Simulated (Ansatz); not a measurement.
A series in volume scale on AgCl

All results are calculated (Ansatz 0.2.0). Periodic Kohn-Sham DFT of a crystal at fixed atoms, scaled to volume_scale times the given cell; pressure positive in compression, energy less spherical unpolarised free atoms, largest_vzz the field gradient of largest size among the nuclei.

The cell before it is scaled or strained (space group Fm-3m, No. 225):
```
cell vectors (Å)
   0.0000     2.7731     2.7731
   2.7731     0.0000     2.7731
   2.7731     2.7731     0.0000
atoms (fractions of the cell vectors)
Ag  0.50000  0.50000  0.50000
Cl  0.00000  0.00000  0.00000
```

Settings of every row: method frozen-core PAW; functional PBE; relativity scalar; k mesh 8x8x8; filling fermi-dirac; smearing width 0.02 eV; wave cutoff 420 eV; paw set soft_2.

Atom start moment: 0 on all atoms.

```
row  volume scale  V (Å³/atom)  pressure (GPa)
  1          0.94       20.046           5.245
  2          0.96       20.472           3.885
  3          0.98       20.899               ?
  4          0.99       21.114            2.13
  5             1       21.327           1.613
  6          1.01       21.539           1.126
  7          1.02       21.754           0.667
  8          1.04       22.178          -0.171
  9          1.06       22.605          -0.914
```

Question: what pressure should row 3 give?

Worked fit of pressure. Take u = (V_r/V)^(2/3) − 1 with V_r = 21.433 Å³ an atom, which is twice the finite (Eulerian) strain; such expansions in the strain, on which the Birch-Murnaghan equation of state is built, carry the rest volume and the bulk modulus. The shown rows have u = 0.04561, 0.03105, 0.01005, 0.00331, -0.00328, -0.00986, -0.02252, -0.03487. Least squares give pressure = 1.3661 + 73.419 × u + 240.37 × u² + 310 × u³ GPa; a parabola predicts inner rows, each left out in turn, worse (root mean square 0.0054 against 0.0029 GPa). The rows lie off it by 0.001, -0.002, 0.001, 0.001, -0.002, 0.002, -0.002, 0.001. The pressure vanishes at u = -0.0199, or V = 22.09 Å³ an atom, and there the bulk modulus at fixed shape and fractions is B = −V dP/dV = (2/3)(1 + u) dP/du = 42 GPa. The withheld row has u = 0.01696, so the fit gives 1.3661 + 73.419 × (0.01696) + 240.37 × (0.01696)² + 310 × (0.01696)³ = 2.682 GPa.

The calculation gave 2.68 GPa. The fit lies 0.002 GPa (0.032 % of the column's range) above it; its largest miss of a shown row is 0.002 GPa.
